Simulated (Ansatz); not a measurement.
**SnO2 under changes of volume**

One of the cells (11.371 Å³/atom); the others are scaled copies at fixed shape and fractional positions:

```
Sn O
1.0
     0.00000    2.57415    2.57415
     2.57415    0.00000    2.57415
     2.57415    2.57415    0.00000
Sn O
1 2
Direct
  0.00000 0.00000 0.00000
  0.75000 0.75000 0.75000
  0.25000 0.25000 0.25000
```

Measurements of this composition are mostly on another form, of space group No. 136.

```yaml
Program: Ansatz 0.2.0
Functional: LDA
Potentials_or_basis: Ansatz PAW
Cutoff: "420 eV (not typed: the program's choice for these potentials)"
k_mesh: 9 × 9 × 9
Occupations: fermi-dirac, width 0.05 eV
Spin: no spin polarisation
```

```tsv
volume (Å³/atom)	energy over the lowest point (meV/atom)	pressure (GPa)
10.689	0.00	-0.4
10.916	3.94	-4.8
11.144	13.65	-8.7
11.371	28.51	-12.2
11.599	48.08	-15.3
11.826	?	?
12.054	98.87	-20.4
```

Q: What does the run at 11.826 Å³/atom give?

A: Energy over the lowest point 71.72 meV/atom; pressure -18.0 GPa.

Worked out: A Birch-Murnaghan fit of order 3 (a polynomial in V^(-2/3)) to the other rows has its minimum at 10.66 Å³/atom, just outside them, with B0 = V·E''(V) = 218 GPa and B' = 4.5. It gives 71.59 meV/atom at 11.826 Å³/atom, against the run's 71.72, and -dE/dV = -17.9 GPa, against -18.0.

Energies are extrapolated to zero smearing.

Caveats: the PAW data sets come from PBE, with cores solved anew for the run's functional, which leaves a small shift of forces and pressure.
